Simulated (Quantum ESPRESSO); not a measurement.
Ta2N under changes of volume

One of the cells (13.622 Å³/atom); the others are scaled copies at fixed shape and fractional positions:

```xyz
3
Lattice="3.1129 0.0000 0.0000 -1.5564 2.6958 0.0000 0.0000 0.0000 4.8698" Properties=species:S:1:pos:R:3 pbc="T T T"
Ta    0.0000    1.7972    1.2404
Ta    1.5564    0.8986    3.6294
N     0.0000    0.0000    0.0000
```

The cell comes from a database or a generator and needn't be the stable form of this composition.

```yaml
Program: Quantum ESPRESSO 7.5
Functional: r2SCAN
Potentials_or_basis: SG15 PBE 1.2
Cutoff: 1197 eV
Density_cutoff: 4789 eV
k_mesh: 4 × 4 × 2
Occupations: fermi-dirac, width 0.05 eV
Spin: no spin polarisation
```

| volume (Å³/atom) | energy over the lowest point (meV/atom) | pressure (GPa) |
| --- | --- | --- |
| 12.805 | 0.73 | 3.8 |
| 13.077 | 0.00 | -2.7 |
| 13.350 | 9.71 | -8.5 |
| 13.622 | 28.76 | -13.7 |
| 13.895 | 56.15 | -18.4 |
| 14.167 | ? | ? |
| 14.439 | 132.59 | -26.3 |

**Question.** What does the run at 14.167 Å³/atom give?

**Answer.** Energy over the lowest point 91.02 meV/atom; pressure -22.5 GPa.

Worked out: A Birch-Murnaghan fit of order 3 (a polynomial in V^(-2/3)) to the other rows has its minimum at 12.96 Å³/atom with B0 = V·E''(V) = 305 GPa and B' = 4.2 at fixed shape and positions, which overstates the stiffness. It gives 91.03 meV/atom at 14.167 Å³/atom, against the run's 91.02, and -dE/dV = -22.6 GPa, against -22.5.

Energies are extrapolated to zero smearing.

Caveats: all runs use coarse meshes; the potentials were made for another functional, which shifts forces and pressure.
